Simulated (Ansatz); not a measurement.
The system is AlGaN2.

```
Ga Al N
1.0
     3.14088    0.00000    0.00000
     0.00000    3.14088    0.00000
     0.00000    0.00000    4.42384
Ga Al N
1 1 2
Direct
  0.00000 0.00000 0.00000
  0.50000 0.50000 0.50000
  0.00000 0.50000 0.26174
  0.50000 0.00000 0.73826
```

The cell comes from a database or a generator and needn't be the stable form of this composition.

Base run:

```yaml
Program: Ansatz 0.2.0
Functional: r2SCAN
Potentials_or_basis: Ansatz PAW
Cutoff: 500 eV
Density_cutoff: 2000 eV
k_mesh: 9 × 9 × 6
Occupations: fermi-dirac, width 0.05 eV
Spin: no spin polarisation
```

Its results: band gap on the k mesh 3.35 eV, direct; pressure -0.4 GPa; largest force 0.093 eV/Å.

Task: The run is repeated on the same cell with these changes: functional from r2SCAN to LDA; cutoff from 500 eV to 420 eV; density cutoff from 2000 eV to 1680 eV. What comes out?

Result: Band gap on the k mesh 2.86 eV, direct; pressure -5.0 GPa; largest force 0.197 eV/Å.

r2SCAN gives the wider gap, since meta-GGAs in the generalised Kohn-Sham scheme recover part of the derivative discontinuity.

Caveats: the PAW data sets come from PBE, with cores solved anew for the run's functional, which leaves a small shift of forces and pressure.

Not every run made on this cell is shown here.
